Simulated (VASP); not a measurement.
A run of VASP 6.6.1 is set up as follows.

POSCAR

```
Si
1.0
   -3.3254442900      3.3254442900      1.9223856600
    3.3254442900     -3.3254442900      1.9223856600
    3.3254442900      3.3254442900     -1.9223856600
Si
4
Direct
    0.8211989400      0.1788010600      0.0000000000
    0.1788010600      0.8211989400      0.0000000000
    0.8211989400      0.8211989400      0.6423978800
    0.1788010600      0.1788010600      0.3576021200
```

INCAR.step1

```
ALGO = Normal ; EDIFF = 1E-8
ENCUT = 500 ; ISMEAR = 0
KPAR = 4 ; LASPH = T
LCHARG = F ; LREAL = F
LWAVE = T ; NELM = 80
PREC = Accurate ; SIGMA = 0.01
```

INCAR.step2

```
ALGO = Exact ; EDIFF = 1E-8
ENCUT = 500 ; ISMEAR = 0
ISTART = 1 ; KPAR = 4
LASPH = T ; LCHARG = F
LOPTICS = T ; LREAL = F
LWAVE = T ; NBANDS = 362
NELM = 1 ; PREC = Accurate
SIGMA = 0.01
```

File INCAR.step3:

```
ALGO = EVGW0 ; EDIFF = 1E-8
ENCUT = 500 ; ENCUTGW = 150
ISMEAR = 0 ; ISTART = 1
KPAR = 4 ; LASPH = T
LCHARG = F ; LREAL = F
LWAVE = F ; NBANDS = 362
NBANDSGW = 16 ; NELMGW = 1
NOMEGA = 50 ; PREC = Accurate
PRECFOCK = Fast ; SIGMA = 0.01
```

Contents of KPOINTS:

```
k-points
0
Gamma
  4 4 4
```

Potentials or basis: VASP PAW LDA potentials, release 64 (Si_GW).

Launch:

```bash
$ cat potpaw_LDA.64/Si_GW/POTCAR > POTCAR
$ cp INCAR.step1 INCAR
$ mpirun -np 4 vasp_std > vasp.out
$ cp INCAR.step2 INCAR
$ mpirun -np 4 vasp_std > vasp.out
$ cp INCAR.step3 INCAR
$ mpirun -np 4 vasp_std > vasp.out
```

(1) What does it give for the quasiparticle gap?

(2) What does it give for the least direct quasiparticle gap?

(3) Estimate the band gap on the k mesh, mean-field level.

Answers

(1) 0.68 eV.

(2) 0.82 eV.

(3) 0.15 eV, indirect (least direct gap 0.28 eV).

Caveat: the k mesh is coarse (spacing up to 0.47 Å⁻¹), so the values aren't converged; bands, screening cutoff and mesh are small and nothing is extrapolated, so the quasiparticle values aren't converged.
